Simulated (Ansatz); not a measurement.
# Straining Te

All numbers below come from Ansatz 0.2.0, DFT PBE, scalar-relativistic, plane waves, PAW. Settings: 420 eV cutoff, 12×12×6 k-mesh, Gaussian smearing of 0.01 eV, no spin polarisation.

Reference structure (relaxed):

```yaml
crystal:
  lattice:
    - [4.52261, 0.00000, 0.00000]
    - [-2.26130, 3.91669, 0.00000]
    - [0.00000, 0.00000, 5.95547]
  atoms:
    - { symbol: Te, position: [0.73219, 0.00000, 0.33333] }
    - { symbol: Te, position: [0.00000, 0.73219, 0.66667] }
    - { symbol: Te, position: [0.26781, 0.26781, 0.00000] }
```

Deformation: c alone is stretched, the rest of the cell is held and the atoms relax, all within the symmetry that the strain leaves. Energies are extrapolated to zero smearing. Gaps are Kohn–Sham gaps over the whole zone.

Spin-orbit coupling is left out, which matters for the bands and energies of heavy elements.

```tsv
strain (%)	ΔE (meV/atom)	a (Å)	b (Å)	c (Å)	gap (eV)
-4.5	14.1	4.523	4.523	5.687	metal
-3.0	6.1	4.523	4.523	5.777	0.15
-1.5	1.5	4.523	4.523	5.866	0.28
+0.0	0.0	4.523	4.523	5.955	0.21
+1.5	1.6	4.523	4.523	6.045	0.13
+3.0	6.2	4.523	4.523	6.134	0.06
+4.5	13.6	4.523	4.523	6.223	metal
```

Task: What stiffness (1/V) d²E/dε² at zero strain does a cubic fit over all points give?

Result: A cubic fit gives (1/V) d²E/dε² = 62 GPa at zero strain (the elastic constant along c at held a and b).